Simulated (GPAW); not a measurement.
# Si (P6_3/mmc) in GPAW: a series of runs

The runs below take Si through relaxation of cell and atoms, with PBEsol.

Everything below comes from runs of GPAW 26.7.0. Logs are shortened: lines on timing, memory, paths and dates and some standing lists are left out, and cuts for length are marked. The log counts tension as positive stress, the text compression.

## (1) Starting point

The structure is hexagonal, space group P6_3/mmc (No. 194). The conventional cell has a = 3.831 Å, b = 3.831 Å, c = 6.333 Å, α = 90.00°, β = 90.00°, γ = 120.00°. Si (site symmetry 3m) has 4 Si at 2.35 to 2.37 Å as nearest neighbours.

This isn't the form of Si at room conditions, which is diamond.

## (2) Relaxation of cell and atoms, PBEsol, target pressure 20 GPa, at which the enthalpy is minimised

run.py reads:

```python
from ase import Atoms
from ase.filters import FrechetCellFilter
from ase.io import write
from ase.optimize import BFGS
from ase.units import GPa
from gpaw import GPAW, PW, setup_paths

setup_paths.insert(0, '.')

atoms = Atoms(['Si', 'Si', 'Si', 'Si'],
              cell=[[3.8313174605, 0.0, 0.0],
                    [-1.9156587303, 3.3180182508, 0.0],
                    [0.0, 0.0, 6.3326220002]],
              scaled_positions=[[0.6666666667, 0.3333333333, 0.9369905],
                                [0.3333333333, 0.6666666667, 0.4369905],
                                [0.6666666667, 0.3333333333, 0.5630095],
                                [0.3333333333, 0.6666666667, 0.0630095]],
              pbc=True)

calc = GPAW(mode=PW(600),
            xc='PBEsol',
            kpts={'size': (7, 7, 4), 'gamma': True},
            occupations={'name': 'fermi-dirac', 'width': 0.05},
            nbands=18,
            convergence={'density': 1e-05, 'forces': 0.0001},
            maxiter=150,
            txt='gpaw.txt')
atoms.calc = calc
opt = BFGS(FrechetCellFilter(atoms, scalar_pressure=20 * GPa), trajectory='relax.traj', logfile='-')
done = opt.run(fmax=0.02, steps=60)
calc.write('gs.gpw')
write('result.traj', atoms)
print('Converged:', done)
print('Cell:', atoms.cell.cellpar().round(4))
print('Volume:', round(atoms.get_volume(), 4))
print(atoms.get_scaled_positions().round(5))
```

Potentials or basis: PAW data sets generated in the run's folder for this functional, pw.

Run with:

```
> gpaw-setup -f PBEsol Si
> OMP_NUM_THREADS=1 python run.py
```

gpaw.txt:

```text
__  _  _
 | _ |_)|_||  |
 |__||  | ||/\| - 26.7.0

Input parameters:
  mode=PW(ecut=600.0),
  convergence={'density': 1e-05, 'forces': 0.0001},
  kpts=MonkhorstPack(size=(7, 7, 4), gamma=True),
  maxiter=150,
  nbands=18,
  occupations=Occupations(name='fermi-dirac', width=0.05),
  xc=XC(name='PBEsol')

Diagonalizing LCAO Hamiltonian
Converting LCAO to pw mode

            Si

            Si
        Si

        Si

Atoms  # Å, Bohr magnetons
|   | symbol |         x |        y |        z |    initial magnetic moments |
|---|--------|-----------|----------|----------|-----------------------------|
| 0 |     Si |  1.915659 | 1.106006 | 5.933607 | ( 0.0000,  0.0000,  0.0000) |
| 1 |     Si | -0.000000 | 2.212012 | 2.767296 | ( 0.0000,  0.0000,  0.0000) |
| 2 |     Si |  1.915659 | 1.106006 | 3.565326 | ( 0.0000,  0.0000,  0.0000) |
| 3 |     Si | -0.000000 | 2.212012 | 0.399015 | ( 0.0000,  0.0000,  0.0000) |

Unit cell  # Å
| periodic |         x |        y |        z |  lengths |     angles |
|----------|-----------|----------|----------|----------|------------|
|      yes |  3.831317 | 0.000000 | 0.000000 | 3.831317 |  90.000000 |
|      yes | -1.915659 | 3.318018 | 0.000000 | 3.831317 |  90.000000 |
|      yes |  0.000000 | 0.000000 | 6.332622 | 6.332622 | 120.000000 |

Number of symmetries: 12
Symmetry operations  # r_c * U_cc + t_c -> r_c
|    | kind |            matrix            |
|----|------|------------------------------|
|  0 |  σ   |  1, 1, 0,  0,-1, 0,  0, 0, 1 |
|  1 |  S6  |  1, 1, 0, -1, 0, 0,  0, 0,-1 |
|  2 |  E   |  1, 0, 0,  0, 1, 0,  0, 0, 1 |
|  3 |  C2  |  1, 0, 0, -1,-1, 0,  0, 0,-1 |
|  4 |  C2  |  0, 1, 0,  1, 0, 0,  0, 0,-1 |
|  5 |  C3  |  0, 1, 0, -1,-1, 0,  0, 0, 1 |
|  6 |  S6  |  0,-1, 0,  1, 1, 0,  0, 0,-1 |
|  7 |  σ   |  0,-1, 0, -1, 0, 0,  0, 0, 1 |
|  8 |  σ   | -1, 0, 0,  1, 1, 0,  0, 0, 1 |
|  9 |  i   | -1, 0, 0,  0,-1, 0,  0, 0,-1 |
| 10 |  C3  | -1,-1, 0,  1, 0, 0,  0, 0, 1 |
| 11 |  C2  | -1,-1, 0,  0, 1, 0,  0, 0,-1 |
[... 140 lines left out ...]
Fermi level: 5.627
Eigenvalues  # (at kpt = [0.000, 0.000, 0.000])
| band index |      eig [eV] | occ [0-2] |
|------------|---------------|-----------|
|          0 |        -6.754 |     2.000 |
|          1 |        -4.453 |     2.000 |
|          2 |        -1.794 |     2.000 |
|          3 |         3.944 |     2.000 |
|          4 |         3.944 |     2.000 |
|          5 |         5.118 |     2.000 |
[... 8 lines left out ...]
|         14 |         9.601 |     0.000 |
|         15 |        11.340 |     0.000 |
|        ... |               |           |
|         17 |        12.457 |     0.000 |

Gap: 0.366 eV
Transition (v -> c):
  (s=0, k=0, n=7, [0.00, 0.00, 0.00]) -> (s=0, k=19, n=8, [0.43, 0.00, 0.00])
Direct/indirect transitions are different
Direct gap: 0.952 eV
Transition at: (s=0, k=0, n=7, [0.00, 0.00, 0.00])

Stress tensor  # eV/Ang^3
|        x |         y |         z |
|----------|-----------|-----------|
| 0.000936 |  0.000000 |  0.000000 |
| 0.000000 |  0.000936 | -0.000000 |
| 0.000000 | -0.000000 |  0.001313 |

Forces  # eV/Ang
|        x |        y |        z |
|----------|----------|----------|
|  0.00000 |  0.00000 |  0.01013 |  # Si   0
| -0.00000 | -0.00000 |  0.01013 |  # Si   1
| -0.00000 |  0.00000 | -0.01013 |  # Si   2
|  0.00000 | -0.00000 | -0.01013 |  # Si   3

Interpolating wave functions to new cell

           Si

           Si
        Si

        Si

Atoms  # Å, Bohr magnetons
|   | symbol |         x |        y |        z |    initial magnetic moments |
|---|--------|-----------|----------|----------|-----------------------------|
| 0 |     Si |  1.898420 | 1.096053 | 5.880194 | ( 0.0000,  0.0000,  0.0000) |
| 1 |     Si | -0.000000 | 2.192106 | 2.742462 | ( 0.0000,  0.0000,  0.0000) |
| 2 |     Si |  1.898420 | 1.096053 | 3.533003 | ( 0.0000,  0.0000,  0.0000) |
| 3 |     Si | -0.000000 | 2.192106 | 0.395271 | ( 0.0000,  0.0000,  0.0000) |

Unit cell  # Å
| periodic |         x |         y |         z |  lengths |     angles |
|----------|-----------|-----------|-----------|----------|------------|
|      yes |  3.796839 | -0.000000 | -0.000000 | 3.796839 |  90.000000 |
|      yes | -1.898420 |  3.288159 |  0.000000 | 3.796839 |  90.000000 |
|      yes | -0.000000 |  0.000000 |  6.275465 | 6.275465 | 120.000000 |

Number of symmetries: 12
Symmetry operations  # r_c * U_cc + t_c -> r_c
|    | kind |            matrix            |
|----|------|------------------------------|
|  0 |  σ   |  1, 1, 0,  0,-1, 0,  0, 0, 1 |
|  1 |  S6  |  1, 1, 0, -1, 0, 0,  0, 0,-1 |
|  2 |  E   |  1, 0, 0,  0, 1, 0,  0, 0, 1 |
|  3 |  C2  |  1, 0, 0, -1,-1, 0,  0, 0,-1 |
|  4 |  C2  |  0, 1, 0,  1, 0, 0,  0, 0,-1 |
|  5 |  C3  |  0, 1, 0, -1,-1, 0,  0, 0, 1 |
|  6 |  S6  |  0,-1, 0,  1, 1, 0,  0, 0,-1 |
|  7 |  σ   |  0,-1, 0, -1, 0, 0,  0, 0, 1 |
|  8 |  σ   | -1, 0, 0,  1, 1, 0,  0, 0, 1 |
|  9 |  i   | -1, 0, 0,  0,-1, 0,  0, 0,-1 |
| 10 |  C3  | -1,-1, 0,  1, 0, 0,  0, 0, 1 |
| 11 |  C2  | -1,-1, 0,  0, 1, 0,  0, 0,-1 |
[... 139 lines left out ...]
Fermi level: 5.874
Eigenvalues  # (at kpt = [0.000, 0.000, 0.000])
| band index |      eig [eV] | occ [0-2] |
|------------|---------------|-----------|
|          0 |        -6.681 |     2.000 |
|          1 |        -4.312 |     2.000 |
|          2 |        -1.663 |     2.000 |
|          3 |         4.177 |     2.000 |
|          4 |         4.177 |     2.000 |
|          5 |         5.379 |     2.000 |
[... 8 lines left out ...]
|         14 |         9.900 |     0.000 |
|         15 |        11.590 |     0.000 |
|        ... |               |           |
|         17 |        12.785 |     0.000 |

Gap: 0.309 eV
Transition (v -> c):
  (s=0, k=0, n=7, [0.00, 0.00, 0.00]) -> (s=0, k=19, n=8, [0.43, 0.00, 0.00])
Direct/indirect transitions are different
Direct gap: 1.023 eV
Transition at: (s=0, k=0, n=7, [0.00, 0.00, 0.00])

Stress tensor  # eV/Ang^3
|         x |         y |         z |
|-----------|-----------|-----------|
| -0.015755 | -0.000000 |  0.000000 |
| -0.000000 | -0.015755 |  0.000000 |
|  0.000000 |  0.000000 | -0.015459 |

Forces  # eV/Ang
|        x |        y |        z |
|----------|----------|----------|
| -0.00000 |  0.00000 | -0.00482 |  # Si   0
|  0.00000 |  0.00000 | -0.00482 |  # Si   1
| -0.00000 | -0.00000 |  0.00482 |  # Si   2
|  0.00000 | -0.00000 |  0.00482 |  # Si   3

Interpolating wave functions to new cell

           Si
[... 413 lines left out ...]
No gap
No difference between direct/indirect transitions

Stress tensor  # eV/Ang^3
|         x |         y |         z |
|-----------|-----------|-----------|
| -0.122275 | -0.000000 |  0.000000 |
| -0.000000 | -0.122275 | -0.000000 |
|  0.000000 | -0.000000 | -0.124378 |

Forces  # eV/Ang
|        x |       y |        z |
|----------|---------|----------|
|  0.00000 | 0.00000 | -0.03616 |  # Si   0
| -0.00000 | 0.00000 | -0.03615 |  # Si   1
|  0.00000 | 0.00000 |  0.03615 |  # Si   2
| -0.00000 | 0.00000 |  0.03616 |  # Si   3

Interpolating wave functions to new cell

           Si

        Si Si

        Si

Atoms  # Å, Bohr magnetons
|   | symbol |         x |        y |        z |    initial magnetic moments |
|---|--------|-----------|----------|----------|-----------------------------|
| 0 |     Si |  1.818120 | 1.049692 | 5.630104 | ( 0.0000,  0.0000,  0.0000) |
| 1 |     Si | -0.000000 | 2.099384 | 2.624939 | ( 0.0000,  0.0000,  0.0000) |
| 2 |     Si |  1.818120 | 1.049692 | 3.385391 | ( 0.0000,  0.0000,  0.0000) |
| 3 |     Si | -0.000000 | 2.099384 | 0.380226 | ( 0.0000,  0.0000,  0.0000) |
[... 340 lines left out ...]
convergence criteria:
- Maximum integral of absolute [dens]ity change: 1e-05 electrons / valence electron
- Maximum change in the atomic [forces] across last 2 cycles: 0.0001 eV/Ang OR
Maximum error relative to the maximum force is below inf
- Maximum [total energy] change in last 3 cyles: 0.0005 eV / valence electron
- Maximum integral of absolute [eigenst]ate change: 4e-08 eV^2 / valence electron
maximum number of iterations: 150

SCF iterations
|iter     | |      energy | eigst |  dens |force |
|---------|-|-------------|-------|-------|------|
|iter:   1| |  -22.275394 | -5.01 |       |      |
|iter:   2| |  -22.275393 | -7.46c| -3.29 |      |
|iter:   3| |  -22.275383c| -6.65 | -3.33 |      |
|iter:   4| |  -22.275383c| -8.06c| -4.10 |      |
|iter:   5| |  -22.275383c| -8.32c| -4.56 |      |
|iter:   6| |  -22.275383c| -9.19c| -5.63c|      |
|iter:   7| |  -22.275383c|-10.07c| -6.33c|-5.66c|

Converged in 7 steps
Energy contributions relative to reference atoms: (reference = -31486.786841)

Energy contributions:
  Kinetic:          64.373331
  Coulomb:         -53.708931
  Zero:             -0.077058
  External:          0.000000
  Xc:              -32.861480
  Entropy:          -0.002490
  Spinorbit:         0.000000
  ----------------------------
  Free energy:     -22.276628
  Extrapolated:    -22.275383
[... 672 lines left out ...]
Stress tensor  # eV/Ang^3
|         x |         y |         z |
|-----------|-----------|-----------|
| -0.124525 | -0.000000 | -0.000000 |
| -0.000000 | -0.124525 | -0.000000 |
| -0.000000 | -0.000000 | -0.125820 |

Forces  # eV/Ang
|        x |        y |        z |
|----------|----------|----------|
| -0.00000 |  0.00000 |  0.01737 |  # Si   0
|  0.00000 | -0.00000 |  0.01737 |  # Si   1
| -0.00000 |  0.00000 | -0.01737 |  # Si   2
|  0.00000 | -0.00000 | -0.01737 |  # Si   3

# Writing to gs.gpw (mode='')
```

Run time: 4 min. Hardware: 1 thread of Arm Neoverse N1, shared host; peak memory 0.28 GiB.

Results:

- Free energy: -22.2775 eV
- Relaxed volume: 17.20 Å³/atom
- Relaxed cell: a = 3.632 Å, b = 3.632 Å, c = 6.022 Å, α = 90.00°, β = 90.00°, γ = 120.00°
- Space group after relaxing (to 0.05 Å): P6_3/mmc (No. 194)
- Energy change on relaxing (the enthalpy is what falls): +158.8 meV/atom
- Ionic steps: 9
- Pressure after relaxing: 20.0 GPa
- Largest force after relaxing: 0.017 eV/Å
- Band gap on the k mesh: none (metal or under the smearing width)

Forces on the atoms (eV/Å):
```
Si   0.000  0.000  0.017
Si   0.000  0.000  0.017
Si   0.000  0.000 -0.017
Si   0.000  0.000 -0.017
```

Stress tensor (GPa, compression positive):
```
19.95  0.00  0.00
 0.00 19.95  0.00
 0.00  0.00 20.16
```

The path:
```
step  energy change (eV)  largest force (eV/Å)  pressure (GPa)  volume (Å³)
   1              0.0000                0.0101           -0.17        80.50
   2              0.0155                0.0048            2.51        78.35
   3              0.7906                0.0756           23.01        67.65
   4              0.6182                0.0362           19.70        68.94
   5              0.6325                0.0238           19.99        68.82
   6              0.6359                0.0113           20.05        68.80
   7              0.6381                0.0104           20.09        68.78
   8              0.6374                0.0207           20.07        68.78
   9              0.6351                0.0174           20.02        68.80
```

Final structure:
```xyz
4
Lattice="3.6321 0.0000 0.0000 -1.8161 3.1455 0.0000 0.0000 0.0000 6.0219" Properties=species:S:1:pos:R:3 pbc="T T T"
Si    1.8161    1.0485    5.6381
Si    0.0000    2.0970    2.6271
Si    1.8161    1.0485    3.3948
Si    0.0000    2.0970    0.3838
```

Caveat: later steps reuse the first step's grids.

[end of part 1 of 2]
